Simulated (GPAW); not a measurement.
# AlN (P6_3mc) in GPAW: a series of runs

Aim: see how the results for AlN move with the level of theory and the settings. Levels: PBE, BLYP. Tasks: band structure, dielectric tensor, optical spectrum, energy-loss spectrum, optical spectrum by the Bethe-Salpeter equation.

Program: GPAW 26.7.0. These are calculated values, not measurements. Logs are shortened: lines on timing, memory, paths and dates and some standing lists are left out, and cuts for length are marked. The log counts tension as positive stress, the text compression.

**What was measured.**

From “Self-assembly of well-separated AlN nanowires directly on sputtered metallic TiN films”, 2019, arxiv:1910.07391, for a bulk crystal of AlN at 10 K: band gap 6.034 eV (an exciton energy, a little under the gap).

The results are compared with them further down.

**1. The crystal as given**

The structure is hexagonal, space group P6_3mc (No. 186). Conventional cell: a = 3.113 Å, b = 3.113 Å, c = 4.981 Å, α = 90.00°, β = 90.00°, γ = 120.00°. Around Al (site symmetry 3m) lie 4 N at 1.89 Å. N (site symmetry 3m) is surrounded by 4 Al at 1.89 Å.

**2. Band structure, PBE**

File run.py:

```python
from ase.dft.bandgap import bandgap
from ase.io import read, write
from gpaw import GPAW

atoms = read('AlN.cif')

calc = GPAW(mode='fd',
            h=0.16,
            xc='PBE',
            kpts={'size': (7, 7, 4), 'gamma': True},
            occupations={'name': 'fermi-dirac', 'width': 0.05},
            nbands=18,
            convergence={'density': 1e-05, 'energy': 1e-05},
            maxiter=150,
            txt='gpaw.txt')
atoms.calc = calc
energy = atoms.get_potential_energy()
forces = atoms.get_forces()
calc.write('gs.gpw')
write('result.traj', atoms)
print(f'Energy: {energy:.6f} eV')
print('Forces (eV/A):')
print(forces.round(4))
print('Fermi level:', round(calc.get_fermi_level(), 4), 'eV')
print(f'Gap: {bandgap(calc)[0]:.4f} eV, direct: {bandgap(calc, direct=True)[0]:.4f} eV')

path = atoms.cell.bandpath('GMKGALHA,LM,KH', npoints=80, eps=1e-4)
bs_calc = calc.fixed_density(kpts=path, symmetry='off', nbands=29,
                             convergence={'bands': 'CBM+6.0', 'eigenstates': 1e-6}, txt='bands.txt')
bs = bs_calc.band_structure()
bs.write('bs.json')
print(f'Gap on the path: {bandgap(bs_calc)[0]:.4f} eV')
```

File AlN.cif:

```cif
data_AlN
_cell_length_a 3.11300000
_cell_length_b 3.11300000
_cell_length_c 4.98100000
_cell_angle_alpha 90.00000000
_cell_angle_beta 90.00000000
_cell_angle_gamma 120.00000000
_space_group_name_H-M_alt 'P1'
_space_group_name_Hall 'P 1'
_space_group_IT_number 1
loop_
_space_group_symop_operation_xyz
'x,y,z'
loop_
_atom_site_label
_atom_site_type_symbol
_atom_site_symmetry_multiplicity
_atom_site_Wyckoff_symbol
_atom_site_fract_x
_atom_site_fract_y
_atom_site_fract_z
_atom_site_occupancy
Al1 Al 1 a 0.6666666667 0.3333333333 0.5000000000 1
Al2 Al 1 a 0.3333333333 0.6666666667 0.0000000000 1
N1 N 1 a 0.6666666667 0.3333333333 0.8800000000 1
N2 N 1 a 0.3333333333 0.6666666667 0.3800000000 1
```

Potentials or basis: GPAW PAW data sets (gpaw-data 1.2.1), fd.

The run is started by

```sh
OMP_NUM_THREADS=1 python run.py
```

gpaw.txt:

```text
__  _  _
 | _ |_)|_||  |
 |__||  | ||/\| - 26.7.0

Input parameters:
  mode=FD(),
  convergence={'density': 1e-05, 'energy': 1e-05},
  h=0.16,
  kpts=MonkhorstPack(size=(7, 7, 4), gamma=True),
  maxiter=150,
  nbands=18,
  occupations=Occupations(name='fermi-dirac', width=0.05),
  xc=XC(name='PBE')

Diagonalizing LCAO Hamiltonian
Converting LCAO to fd mode

           N

           Al
        N

        Al

Atoms  # Å, Bohr magnetons
|   | symbol |         x |        y |        z |    initial magnetic moments |
|---|--------|-----------|----------|----------|-----------------------------|
| 0 |     Al |  1.556500 | 0.898646 | 2.490500 | ( 0.0000,  0.0000,  0.0000) |
| 1 |     Al | -0.000000 | 1.797291 | 0.000000 | ( 0.0000,  0.0000,  0.0000) |
| 2 |      N |  1.556500 | 0.898646 | 4.383280 | ( 0.0000,  0.0000,  0.0000) |
| 3 |      N | -0.000000 | 1.797291 | 1.892780 | ( 0.0000,  0.0000,  0.0000) |

Unit cell  # Å
| periodic |         x |        y |        z |  lengths |     angles |
|----------|-----------|----------|----------|----------|------------|
|      yes |  3.113000 | 0.000000 | 0.000000 | 3.113000 |  90.000000 |
|      yes | -1.556500 | 2.695937 | 0.000000 | 3.113000 |  90.000000 |
|      yes |  0.000000 | 0.000000 | 4.981000 | 4.981000 | 120.000000 |

Number of symmetries: 6
Symmetry operations  # r_c * U_cc + t_c -> r_c
|   | kind |            matrix            |
|---|------|------------------------------|
| 0 |  σ   |  1, 1, 0,  0,-1, 0,  0, 0, 1 |
| 1 |  E   |  1, 0, 0,  0, 1, 0,  0, 0, 1 |
| 2 |  C3  |  0, 1, 0, -1,-1, 0,  0, 0, 1 |
| 3 |  σ   |  0,-1, 0, -1, 0, 0,  0, 0, 1 |
| 4 |  σ   | -1, 0, 0,  1, 1, 0,  0, 0, 1 |
| 5 |  C3  | -1,-1, 0,  1, 0, 0,  0, 0, 1 |

BZ-sampling:
  Number of BZ points: 196
  Number of IBZ points: 28

  Monkhorst-Pack size: [7, 7, 4]
  Monkhorst-Pack shift: [0.0, 0.0, 0.125]

K-points  # in reciprocal-cell coordinates
|     |                                coordinates |     weight |
|-----|--------------------------------------------|------------|
|   0 | (  0.00000000,   0.00000000,   0.00000000) | 0.00510204 |
|   1 | (  0.00000000,   0.00000000,   0.25000000) | 0.01020408 |
|   2 | (  0.00000000,   0.00000000,   0.50000000) | 0.00510204 |
|   3 | (  0.14285714,   0.00000000,  -0.25000000) | 0.03061224 |
|   4 | (  0.14285714,   0.00000000,   0.00000000) | 0.03061224 |
|   5 | (  0.14285714,   0.00000000,   0.25000000) | 0.03061224 |
|   6 | (  0.14285714,   0.00000000,   0.50000000) | 0.03061224 |
|   7 | (  0.28571429,  -0.14285714,   0.00000000) | 0.03061224 |
|   8 | (  0.28571429,  -0.14285714,   0.25000000) | 0.06122449 |
|   9 | (  0.28571429,  -0.14285714,   0.50000000) | 0.03061224 |
| ... |                                            |            |
|  27 | (  0.42857143,   0.42857143,   0.50000000) | 0.03061224 |

Uniform wave function grid shape: (np.int64(16), np.int64(16), np.int64(32))
Spin-components: 1 (collinear spins)
Bands:           18
Projectors:      20
Spin-degeneracy: 2
Datatype:        complex128

Parallelization:
  kpt:    1
  domain: 1
  band:   1

Density:
  Valence electrons: 16.0
  Components: 1
  Grid points: [16 16 32]
  Charge: 0.0  # |e|

Potential:
  Grid points: [16 16 32]

species:
  Al:
    name:    Aluminium
    Z:       13.0
    valence: 3
    core:    10
    charge:  0.0  # [|e|]
    compensation charges:
      type: gauss
      rc: 0.34  # [Å]
      lmax: 2
    cutoffs:
      filter: 1.91  # [Å]
      core: 2.36  # [Å]
    projectors
    | kind |    occ | energy [eV] | rcut [Å] |
    |------|--------|-------------|----------|
    |   3s |  2.000 |      -7.753 |    1.085 |
    |   3p |  1.000 |      -2.712 |    1.085 |
    |    s |        |      19.459 |    1.085 |
    |    p |        |      24.499 |    1.085 |
    |    d |        |       0.000 |    1.085 |

    Using partial waves for Al as LCAO basis

  N:
    name:    Nitrogen
    Z:       7.0
    valence: 5
    core:    2
    charge:  0.0  # [|e|]
    compensation charges:
      type: gauss
      rc: 0.18  # [Å]
      lmax: 2
    cutoffs:
      filter: 1.11  # [Å]
      core: 0.96  # [Å]
    projectors
    | kind |    occ | energy [eV] | rcut [Å] |
    |------|--------|-------------|----------|
    |   2s |  2.000 |     -18.583 |    0.603 |
    |   2p |  3.000 |      -7.089 |    0.529 |
    |    s |        |       8.629 |    0.603 |
    |    p |        |      20.123 |    0.529 |
    |    d |        |       0.000 |    0.577 |

    Using partial waves for N as LCAO basis

Reference energy: -16170.289538  # eV

eigensolver:
  PPCG
  Converge bands: occupied
  niter=2

density mixing:
  MSR1-Mixer
  Pratt-step length: 0.05
  Maximum mixing coefficient: 0.75
  Old densities: 10
  SVD Regularization: 0.005
  Good broyden scale: 1.0
  Trust region scale: 1.0
  Backstep threshold: 4.0
  History deletion threshold: 6.0
  Fourier metric: weight=20.0, sigma=0.015

occupation numbers:
  Fermi-Dirac:
    width: 0.0500  # eV

FastPoissonSolver using
    Stencil: 8*3+1=25 point O(h^6) finite-difference Laplacian
    FFT axes: [np.int64(0), np.int64(1), np.int64(2)]
    FST axes: []

xc functional:
  name: PBE with 2 nearest neighbor stencil
interpolation: tri-quintic # 5. degree polynomial

convergence criteria:
- Maximum integral of absolute [dens]ity change: 1e-05 electrons / valence electron
- Maximum [total energy] change in last 3 cyles: 1e-05 eV / valence electron
- Maximum integral of absolute [eigenst]ate change: 4e-08 eV^2 / valence electron
maximum number of iterations: 150

SCF iterations
|iter     | |      energy | eigst |  dens |
|---------|-|-------------|-------|-------|
|iter:   1| |  -33.893404 | +0.78 |       |
|iter:   2| |  -32.836254 | -0.38 | -0.55 |
|iter:   3| |  -29.734971 | +0.24 | -0.60 |
|iter:   4| |  -29.770868 | -0.99 | -1.23 |
|iter:   5| |  -29.785719 | -1.65 | -1.51 |
|iter:   6| |  -29.785961 | -2.85 | -2.75 |
|iter:   7| |  -29.785991 | -3.71 | -3.27 |
|iter:   8| |  -29.785994c| -4.63 | -3.80 |
|iter:   9| |  -29.785995c| -5.35 | -4.41 |
|iter:  10| |  -29.785995c| -6.23 | -4.68 |
|iter:  11| |  -29.785995c| -6.89 | -5.39c|
|iter:  12| |  -29.785995c| -7.74c| -5.82c|

Converged in 12 steps
Energy contributions relative to reference atoms: (reference = -16170.289538)

Energy contributions:
  Kinetic:          35.921010
  Coulomb:         -31.932976
  Zero:              0.858284
  External:          0.000000
  Xc:              -34.632313
  Entropy:          -0.000000
  Spinorbit:         0.000000
  ----------------------------
  Free energy:     -29.785995
  Extrapolated:    -29.785995

dipole moment: (-0.000000, 0.000000, -6.841054)  # |e|*Ang

Fermi level: 7.103
Eigenvalues  # (at kpt = [0.000, 0.000, 0.000])
| band index |      eig [eV] | occ [0-2] |
|------------|---------------|-----------|
|          0 |        -9.015 |     2.000 |
|          1 |        -6.858 |     2.000 |
|          2 |         0.157 |     2.000 |
|          3 |         5.283 |     2.000 |
|          4 |         5.289 |     2.000 |
|          5 |         5.935 |     2.000 |
[... 8 lines left out ...]
|         14 |        19.294 |     0.000 |
|         15 |        19.294 |     0.000 |
|        ... |               |           |
|         17 |        20.965 |     0.000 |

Gap: 4.230 eV
Transition (v -> c):
  (s=0, k=0, n=7, [0.00, 0.00, 0.00]) -> (s=0, k=0, n=8, [0.00, 0.00, 0.00])
No difference between direct/indirect transitions

Forces  # eV/Ang
|        x |       y |        z |
|----------|---------|----------|
|  0.00000 | 0.00000 | -0.13428 |  # Al   0
| -0.00000 | 0.00000 | -0.13429 |  # Al   1
| -0.00000 | 0.00000 |  0.14449 |  # N    2
|  0.00000 | 0.00000 |  0.14453 |  # N    3

# Writing to gs.gpw (mode='')
```

It took 2.9 min on 1 thread of Arm Neoverse V2, shared host; peak memory 0.7 GiB.

Results:

```yaml
Free_energy: -29.7860 eV
Largest_force: 0.145 eV/Å
Band_gap_on_the_k_mesh: 4.23 eV, direct
Band_gap_along_the_path: 4.23 eV, direct
```

Forces in eV/Å, atoms in the order of the input:
```
Al   0.000  0.000 -0.134
Al   0.000  0.000 -0.134
N    0.000  0.000  0.144
N    0.000  0.000  0.145
```

Levels at the corners of the path, in eV from the valence-band top:
```tsv
point	band 6	band 7	band 8	band 9	band 10	band 11
Γ	-0.21	-0.20	0.00	4.23	6.66	10.61
M	-2.09	-1.77	-0.68	5.80	5.81	8.20
K	-2.44	-2.38	-2.38	5.04	8.34	9.67
Γ	-0.21	-0.20	0.00	4.23	6.66	10.61
A	-0.55	-0.54	-0.54	6.47	6.47	10.34
L	-1.46	-1.36	-1.36	5.31	5.31	9.28
H	-3.85	-0.79	-0.79	7.41	7.41	7.85
A	-0.55	-0.54	-0.54	6.47	6.47	10.34
L	-1.46	-1.36	-1.36	5.31	5.31	9.28
M	-2.09	-1.77	-0.68	5.80	5.81	8.20
K	-2.44	-2.38	-2.38	5.04	8.34	9.67
H	-3.85	-0.79	-0.79	7.41	7.41	7.85
```

Caveat: the real-space grid adds noise to forces.

[end of part 1 of 3]
